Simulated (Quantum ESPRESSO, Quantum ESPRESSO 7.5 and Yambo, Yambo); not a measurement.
# A GW chain in Yambo: BaS (Fm-3m)

Wanted: ground state, empty states, screening and self-energy for BaS (Fm-3m).

Program: Quantum ESPRESSO 7.5 and Yambo 5.3.0. Level of theory: PBE and many-body steps on it, plane waves. Results are calculated unless marked as measured.

**1. The starting structure**

Symmetry: Fm-3m, No. 225, cubic system. Conventional cell: a = 6.388 Å, b = 6.388 Å, c = 6.388 Å, α = 90.00°, β = 90.00°, γ = 90.00°. Nearest to Ba lie 6 S at 3.19 Å. Nearest to S lie 6 Ba at 3.19 Å. Farther neighbours and most contacts between anions are not listed.

The cell and positions come from the Crystallography Open Database and are kept as given unless a step says otherwise. Spin-orbit coupling is left out unless a step names it.

**2. Ground state**

This step: Quantum ESPRESSO 7.5; DFT, PBE, plane waves, norm-conserving pseudopotentials.

The ground-state density comes first.

pw.in reads:

```
&control
  calculation = 'scf'
  prefix = 'x'
  outdir = 'o'
  pseudo_dir = 'pseudo'
/
&system
  ibrav = 0
  nat = 2
  ntyp = 2
  ecutwfc = 40.0
  nbnd = 13
  force_symmorphic = .true.
/
&electrons
  conv_thr = 1e-10
  electron_maxstep = 80
  mixing_beta = 0.5
/
ATOMIC_SPECIES
  Ba 137.33 Ba.upf
  S 32.06 S.upf
CELL_PARAMETERS angstrom
  0.0000000000 3.1937500000 3.1937500000
  3.1937500000 0.0000000000 3.1937500000
  3.1937500000 3.1937500000 0.0000000000
ATOMIC_POSITIONS crystal
  Ba 0.0000000000 0.0000000000 0.0000000000
  S 0.5000000000 0.5000000000 0.5000000000
K_POINTS automatic
  6 6 6 0 0 0
```

Started as:

```console
OMP_NUM_THREADS=1 mpirun -n 4 pw.x -nk 4 -in pw.in > pw.out
```

What it wrote:

```text
Program PWSCF v.7.5 starts

     This program is part of the open-source Quantum ESPRESSO suite
     for quantum simulation of materials; please cite
         "P. Giannozzi et al., J. Phys.:Condens. Matter 21 395502 (2009);
         "P. Giannozzi et al., J. Phys.:Condens. Matter 29 465901 (2017);
         "P. Giannozzi et al., J. Chem. Phys. 152 154105 (2020);
     in publications or presentations arising from this work. More details at
     Message from routine setup:
     using ibrav=0 with symmetry is DISCOURAGED, use correct ibrav instead

     G-vector sticks info

     bravais-lattice index     =            0
     lattice parameter (alat)  =       8.5352  a.u.
     unit-cell volume          =     439.6725 (a.u.)^3
     number of atoms/cell      =            2
     number of atomic types    =            2
     number of electrons       =        16.00
     number of Kohn-Sham states=           13
     kinetic-energy cutoff     =      40.0000  Ry
     charge density cutoff     =     160.0000  Ry
     scf convergence threshold =      1.0E-10
     mixing beta               =       0.5000
     number of iterations used =            8  plain     mixing
     Exchange-correlation= PBE
                           (   1   4   3   4   0   0   0)

     celldm(1)=   8.535221  celldm(2)=   0.000000  celldm(3)=   0.000000
     celldm(4)=   0.000000  celldm(5)=   0.000000  celldm(6)=   0.000000

     crystal axes: (cart. coord. in units of alat)
               a(1) = (   0.000000   0.707107   0.707107 )
               a(2) = (   0.707107   0.000000   0.707107 )
               a(3) = (   0.707107   0.707107   0.000000 )

     reciprocal axes: (cart. coord. in units 2 pi/alat)
               b(1) = ( -0.707107  0.707107  0.707107 )
               b(2) = (  0.707107 -0.707107  0.707107 )
               b(3) = (  0.707107  0.707107 -0.707107 )
     Pseudo is Norm-conserving + core correction, Zval = 10.0
     Generated using ONCVPSP code by D. R. Hamann
     Using radial grid of 1958 points,  6 beta functions with:
     Pseudo is Norm-conserving + core correction, Zval =  6.0
     Generated using ONCVPSP code by D. R. Hamann
     Using radial grid of 1146 points,  6 beta functions with:
     Ba               10.00   137.33000     Ba( 1.00)
     S                 6.00    32.06000     S ( 1.00)

     48 Sym. Ops., with inversion, found

   Cartesian axes

     site n.     atom                  positions (alat units)
         1        Ba     tau(   1) = (   0.0000000   0.0000000   0.0000000  )
         2        S      tau(   2) = (   0.7071068   0.7071068   0.7071068  )

     number of k points=    16
                       cart. coord. in units 2pi/alat
        k(    1) = (   0.0000000   0.0000000   0.0000000), wk =   0.0092593
        k(    2) = (   0.1178511   0.1178511  -0.1178511), wk =   0.0740741
        k(    3) = (   0.2357023   0.2357023  -0.2357023), wk =   0.0740741
        k(    4) = (  -0.3535534  -0.3535534   0.3535534), wk =   0.0370370
        k(    5) = (   0.2357023   0.0000000  -0.0000000), wk =   0.0555556
        k(    6) = (   0.3535534   0.1178511  -0.1178511), wk =   0.2222222
        k(    7) = (  -0.2357023  -0.4714045   0.4714045), wk =   0.2222222
        k(    8) = (  -0.1178511  -0.3535534   0.3535534), wk =   0.2222222
        k(    9) = (   0.0000000  -0.2357023   0.2357023), wk =   0.1111111
        k(   10) = (   0.4714045   0.0000000  -0.0000000), wk =   0.0555556
     [... 4 further rows ...]
        k(   15) = (  -0.1178511  -0.3535534   0.5892557), wk =   0.2222222
        k(   16) = (  -0.7071068   0.2357023   0.0000000), wk =   0.1111111

     Dense  grid:    15065 G-vectors     FFT dimensions: (  36,  36,  36)

     Initial potential from superposition of free atoms

     starting charge      15.9834, renormalised to      16.0000
     Starting wfcs are    9 randomized atomic wfcs +    4 random wfcs

     per-process dynamical memory:    15.2 Mb

     Self-consistent Calculation

     iteration #  1     ecut=    40.00 Ry     beta= 0.50

     Threshold (ethr) on eigenvalues was too large:
     Diagonalizing with lowered threshold

     total energy              =     -78.52703607 Ry
     estimated scf accuracy    <       0.13333978 Ry

     iteration #  2     ecut=    40.00 Ry     beta= 0.50

     total energy              =     -78.55938847 Ry
     estimated scf accuracy    <       0.01421972 Ry

     iteration #  3     ecut=    40.00 Ry     beta= 0.50

     total energy              =     -78.56237746 Ry
     estimated scf accuracy    <       0.00182084 Ry

     iteration #  4     ecut=    40.00 Ry     beta= 0.50

     total energy              =     -78.56249734 Ry
     estimated scf accuracy    <       0.00006757 Ry

     iteration #  5     ecut=    40.00 Ry     beta= 0.50

     total energy              =     -78.56251801 Ry
     estimated scf accuracy    <       0.00000317 Ry

     iteration #  6     ecut=    40.00 Ry     beta= 0.50

     total energy              =     -78.56251895 Ry
     estimated scf accuracy    <       0.00000010 Ry

     iteration #  7     ecut=    40.00 Ry     beta= 0.50

     total energy              =     -78.56251901 Ry
     estimated scf accuracy    <       0.00000010 Ry

     iteration #  8     ecut=    40.00 Ry     beta= 0.50

     total energy              =     -78.56251903 Ry
     estimated scf accuracy    <          2.7E-09 Ry

     iteration #  9     ecut=    40.00 Ry     beta= 0.50

     total energy              =     -78.56251903 Ry
     estimated scf accuracy    <          1.2E-09 Ry

     iteration # 10     ecut=    40.00 Ry     beta= 0.50

     End of self-consistent calculation

          k = 0.0000 0.0000 0.0000 (  1893 PWs)   bands (ev):

   -20.1604  -5.2015  -5.2015  -5.2015  -4.4385   5.8941   5.8941   5.8941
     9.5199   9.8002   9.8002   9.8002  10.7242

          k = 0.1179 0.1179-0.1179 (  1877 PWs)   bands (ev):

   -20.1493  -5.6545  -5.2111  -5.2111  -3.9635   5.2545   5.5616   5.5616
     9.8309  10.2031  10.2031  10.4902  11.4899

          k = 0.2357 0.2357-0.2357 (  1886 PWs)   bands (ev):

   -20.1270  -6.1533  -5.2301  -5.2301  -3.4164   4.3543   5.0478   5.0478
    10.3729  11.2818  11.2818  11.9451  13.2288

          k =-0.3536-0.3536 0.3536 (  1892 PWs)   bands (ev):

     [... further k-points ...]

     highest occupied, lowest unoccupied level (ev):     5.8941    8.0404

!    total energy              =     -78.56251903 Ry
     estimated scf accuracy    <          4.5E-11 Ry

     The total energy is the sum of the following terms:
     one-electron contribution =      -5.46322319 Ry
     hartree contribution      =       9.19926103 Ry
     xc contribution           =     -19.80724845 Ry
     ewald contribution        =     -62.49130842 Ry

     convergence has been achieved in  10 iterations

     XML data file, charge density, pseudopotentials, collected wavefunctions

=------------------------------------------------------------------------------=
   JOB DONE.
=------------------------------------------------------------------------------=
```

It took 3 s on 4 MPI ranks of Arm Neoverse V1, shared host; peak memory 0.2 GiB; 12 s of CPU time.

Numbers from this step:

```
total energy               : -1068.8975 eV
gap                        : 2.146 eV
k of the valence top       : 0, 0, 0
k of the conduction bottom : 0, -0.5, -0.5
least direct gap           : 2.272 eV
```

The gap is indirect, with the least direct gap 0.13 eV higher.

**3. Bands along the symmetry lines**

The cheap functional maps the bands first; the places of the edges decide which points the dearer methods must see.

pw.in reads:

```
&control
  calculation = 'bands'
  prefix = 'x'
  outdir = 'o'
  pseudo_dir = 'pseudo'
/
&system
  ibrav = 0
  nat = 2
  ntyp = 2
  ecutwfc = 40.0
  nbnd = 14
  force_symmorphic = .true.
/
&electrons
  conv_thr = 1e-9
  electron_maxstep = 80
  diago_full_acc = .true.
  diago_thr_init = 5e-6
/
ATOMIC_SPECIES
  Ba 137.33 Ba.upf
  S 32.06 S.upf
CELL_PARAMETERS angstrom
  0.0000000000 3.1937500000 3.1937500000
  3.1937500000 0.0000000000 3.1937500000
  3.1937500000 3.1937500000 0.0000000000
ATOMIC_POSITIONS crystal
  Ba 0.0000000000 0.0000000000 0.0000000000
  S 0.5000000000 0.5000000000 0.5000000000
K_POINTS crystal
  50
  0.00000000 0.00000000 0.00000000 1
  0.06250000 0.00000000 0.06250000 1
  0.12500000 0.00000000 0.12500000 1
  0.18750000 0.00000000 0.18750000 1
  0.25000000 0.00000000 0.25000000 1
  0.31250000 0.00000000 0.31250000 1
  0.37500000 0.00000000 0.37500000 1
  0.43750000 0.00000000 0.43750000 1
  0.50000000 0.00000000 0.50000000 1
  0.51562500 0.03125000 0.51562500 1
  0.53125000 0.06250000 0.53125000 1
  0.54687500 0.09375000 0.54687500 1
  0.56250000 0.12500000 0.56250000 1
  0.57812500 0.15625000 0.57812500 1
  0.59375000 0.18750000 0.59375000 1
  0.60937500 0.21875000 0.60937500 1
  0.62500000 0.25000000 0.62500000 1
  0.37500000 0.37500000 0.75000000 1
  0.32812500 0.32812500 0.65625000 1
  0.28125000 0.28125000 0.56250000 1
  0.23437500 0.23437500 0.46875000 1
  0.18750000 0.18750000 0.37500000 1
  0.14062500 0.14062500 0.28125000 1
  0.09375000 0.09375000 0.18750000 1
  0.04687500 0.04687500 0.09375000 1
  0.00000000 0.00000000 0.00000000 1
  0.06250000 0.06250000 0.06250000 1
  0.12500000 0.12500000 0.12500000 1
  0.18750000 0.18750000 0.18750000 1
  0.25000000 0.25000000 0.25000000 1
  0.31250000 0.31250000 0.31250000 1
  0.37500000 0.37500000 0.37500000 1
  0.43750000 0.43750000 0.43750000 1
  0.50000000 0.50000000 0.50000000 1
  0.50000000 0.46875000 0.53125000 1
  0.50000000 0.43750000 0.56250000 1
  0.50000000 0.40625000 0.59375000 1
  0.50000000 0.37500000 0.62500000 1
  0.50000000 0.34375000 0.65625000 1
  0.50000000 0.31250000 0.68750000 1
  0.50000000 0.28125000 0.71875000 1
  0.50000000 0.25000000 0.75000000 1
  0.50000000 0.21875000 0.71875000 1
  0.50000000 0.18750000 0.68750000 1
  0.50000000 0.15625000 0.65625000 1
  0.50000000 0.12500000 0.62500000 1
  0.50000000 0.09375000 0.59375000 1
  0.50000000 0.06250000 0.56250000 1
  0.50000000 0.03125000 0.53125000 1
  0.50000000 0.00000000 0.50000000 1
```

What it wrote:

```text
[banner, memory and clock lines left out]
Program PWSCF v.7.5 starts

     Atomic positions and unit cell read from directory:
     o/x.save/

     Message from routine setup:
     using ibrav=0 with symmetry is DISCOURAGED, use correct ibrav instead

     G-vector sticks info

     bravais-lattice index     =            0
     lattice parameter (alat)  =       8.5352  a.u.
     unit-cell volume          =     439.6725 (a.u.)^3
     number of atoms/cell      =            2
     number of atomic types    =            2
     number of electrons       =        16.00
     number of Kohn-Sham states=           14
     kinetic-energy cutoff     =      40.0000  Ry
     charge density cutoff     =     160.0000  Ry
     Exchange-correlation= PBE
                           (   1   4   3   4   0   0   0)

     celldm(1)=   8.535221  celldm(2)=   0.000000  celldm(3)=   0.000000
     celldm(4)=   0.000000  celldm(5)=   0.000000  celldm(6)=   0.000000

     crystal axes: (cart. coord. in units of alat)
               a(1) = (   0.000000   0.707107   0.707107 )
               a(2) = (   0.707107   0.000000   0.707107 )
               a(3) = (   0.707107   0.707107   0.000000 )

     reciprocal axes: (cart. coord. in units 2 pi/alat)
               b(1) = ( -0.707107  0.707107  0.707107 )
               b(2) = (  0.707107 -0.707107  0.707107 )
               b(3) = (  0.707107  0.707107 -0.707107 )
     Pseudo is Norm-conserving + core correction, Zval = 10.0
     Generated using ONCVPSP code by D. R. Hamann
     Using radial grid of 1958 points,  6 beta functions with:
     Pseudo is Norm-conserving + core correction, Zval =  6.0
     Generated using ONCVPSP code by D. R. Hamann
     Using radial grid of 1146 points,  6 beta functions with:
     Ba               10.00   137.33000     Ba( 1.00)
     S                 6.00    32.06000     S ( 1.00)

     48 Sym. Ops., with inversion, found

   Cartesian axes

     site n.     atom                  positions (alat units)
         1        Ba     tau(   1) = (   0.0000000   0.0000000   0.0000000  )
         2        S      tau(   2) = (   0.7071068   0.7071068   0.7071068  )

     number of k points=    50
                       cart. coord. in units 2pi/alat
        k(    1) = (   0.0000000   0.0000000   0.0000000), wk =   0.0400000
        k(    2) = (   0.0000000   0.0883883   0.0000000), wk =   0.0400000
        k(    3) = (   0.0000000   0.1767767   0.0000000), wk =   0.0400000
[...]
[... 38 further rows ...]
        k(   49) = (   0.0441942   0.7071068   0.0000000), wk =   0.0400000
        k(   50) = (   0.0000000   0.7071068   0.0000000), wk =   0.0400000

     Dense  grid:    15065 G-vectors     FFT dimensions: (  36,  36,  36)

     The potential is recalculated from file :
     o/x.save/charge-density

     Starting wfcs are    9 randomized atomic wfcs +    5 random wfcs

     Band Structure Calculation

     End of band structure calculation

          k = 0.0000 0.0000 0.0000 (  1893 PWs)   bands (ev):

   -20.1603  -5.2015  -5.2015  -5.2015  -4.4386   5.8941   5.8941   5.8941
     9.5199   9.8002   9.8002   9.8002  10.7242  10.7242

          k = 0.0000 0.0884 0.0000 (  1881 PWs)   bands (ev):

   -20.1581  -5.3160  -5.2088  -5.2088  -4.3099   5.6592   5.8720   5.8720
     9.6889   9.6905   9.9390   9.9390  10.7584  11.0119

          k = 0.0000 0.1768 0.0000 (  1884 PWs)   bands (ev):

   -20.1517  -5.5206  -5.2297  -5.2297  -4.0769   5.1874   5.8202   5.8202
     9.4101   9.9807  10.3331  10.3331  10.8583  11.8555

          k =-0.0000 0.2652 0.0000 (  1876 PWs)   bands (ev):

[...]
k = 0.0000 0.4419-0.0000 (  1876 PWs)   bands (ev):

[...]
k =-0.0000 0.5303 0.0000 (  1872 PWs)   bands (ev):

[...]
k = 0.0000 0.6187-0.0000 (  1888 PWs)   bands (ev):

[...]
k = 0.4640 0.4640-0.0000 (  1876 PWs)   bands (ev):

[...]
k = 0.3315 0.3315-0.0000 (  1877 PWs)   bands (ev):

[...]
k = 0.3094 0.7071-0.0000 (  1880 PWs)   bands (ev):

[...]
k = 0.2210 0.7071-0.0000 (  1868 PWs)   bands (ev):

[...]
k = 0.1768 0.7071-0.0000 (  1872 PWs)   bands (ev):

[...]
k = 0.0442 0.7071 0.0000 (  1872 PWs)   bands (ev):

   -20.1027  -5.6817  -5.4111  -5.3952  -4.3234   5.3952   5.7246   5.7541
     8.0848  11.8949  12.0066  13.2815  13.4298  13.5451

          k = 0.0000 0.7071 0.0000 (  1868 PWs)   bands (ev):

   -20.1027  -5.6844  -5.3923  -5.3923  -4.3494   5.3961   5.7680   5.7680
     8.0404  11.8616  11.9510  13.4289  13.4289  13.5549

     XML data file, pseudopotentials, collected wavefunctions
```

It took 2.9 s on 4 MPI ranks; peak memory 0.19 GiB; 11 s of CPU time.

This step gave:

| Quantity | Value |
| --- | --- |
| gap | 2.146 eV |
| k of the valence top | 0, 0, 0 |
| k of the conduction bottom | 0.5, 0, 0.5 |
| least direct gap | 2.272 eV |

The gap is 2.146 eV, as in the run before at this level.

Electronic bands along the path, in eV, zero at the top of the highest filled band; v1 is the highest filled band, c1 the lowest empty one:

| point | v4 | v3 | v2 | v1 | c1 | c2 | c3 | c4 |
| --- | --- | --- | --- | --- | --- | --- | --- | --- |
| Γ | -10.33 | 0.00 | 0.00 | 0.00 | 3.63 | 3.91 | 3.91 | 3.91 |
| halfway | -9.73 | -1.27 | -0.16 | -0.16 | 2.83 | 4.73 | 5.32 | 5.76 |
| X | -10.24 | -0.50 | -0.13 | -0.13 | 2.15 | 5.97 | 6.06 | 7.53 |
| halfway | -10.07 | -0.50 | -0.40 | -0.27 | 2.48 | 6.33 | 6.36 | 6.88 |
| U | -9.74 | -0.92 | -0.59 | -0.51 | 3.32 | 5.97 | 6.63 | 6.78 |
| jump to K | -9.74 | -0.92 | -0.59 | -0.51 | 3.32 | 5.97 | 6.63 | 6.78 |
| halfway | -9.47 | -1.38 | -0.86 | -0.32 | 4.09 | 4.74 | 5.02 | 5.91 |
| Γ | -10.33 | 0.00 | 0.00 | 0.00 | 3.63 | 3.91 | 3.91 | 3.91 |
| halfway | -9.56 | -1.13 | -0.61 | -0.61 | 4.12 | 4.78 | 4.78 | 5.41 |
| L | -9.10 | -1.90 | -1.06 | -1.06 | 5.58 | 5.67 | 6.35 | 6.35 |
| halfway | -9.40 | -1.45 | -0.84 | -0.76 | 4.70 | 4.89 | 6.69 | 6.91 |
| W | -9.70 | -1.10 | -0.47 | -0.47 | 4.30 | 4.30 | 6.33 | 6.90 |
| halfway | -9.95 | -0.65 | -0.51 | -0.29 | 2.79 | 6.13 | 6.18 | 6.91 |
| X | -10.24 | -0.50 | -0.13 | -0.13 | 2.15 | 5.97 | 6.06 | 7.53 |

The electronic bands as a text plot (rows in eV, shown from -8.0 to 4.8 only):

```
    4.6 |+ +++++            +++++++++ ++   +++++      ++++++
    4.0 |++++              +    +++++++++++++              +
    3.5 |+ ++             +           ++                    +
    3.0 |    +++         +                                   +
    2.4 |       +++++ +++                                     +++
    1.9 |            +
    1.4 |
    0.8 |
    0.3 |
   -0.2 |***********************************             ********
   -0.8 |  **     ***   *************      ****** *******   **
   -1.3 |    *****         ********         ***  *    ******
   -1.9 |                                      *******
   -2.4 |
   -2.9 |
   -3.5 |
   -4.0 |
   -4.5 |
   -5.1 |
   -5.6 |
   -6.1 |
   -6.7 |
   -7.2 |
   -7.7 |
         Γ           X  U|K            Γ         L        W     X
```

(Part 1 of 3 ends here.)

[Paths, hosts, dates, memory and timing lines, banners, echoed tables and standing remarks are left out of the program output.]

[Logs are printed without paths, hosts, clocks, repeated set-up lines and the standing remarks that a program may print on its own settings, such as how far it seeks lower states.]

[Runs of the session that timed out or met a known fault of the program may be left out.]

[Hosts, paths, dates, database ids (printed as entryN), source tags and the programs' standing remarks are cut or masked in the printed files.]
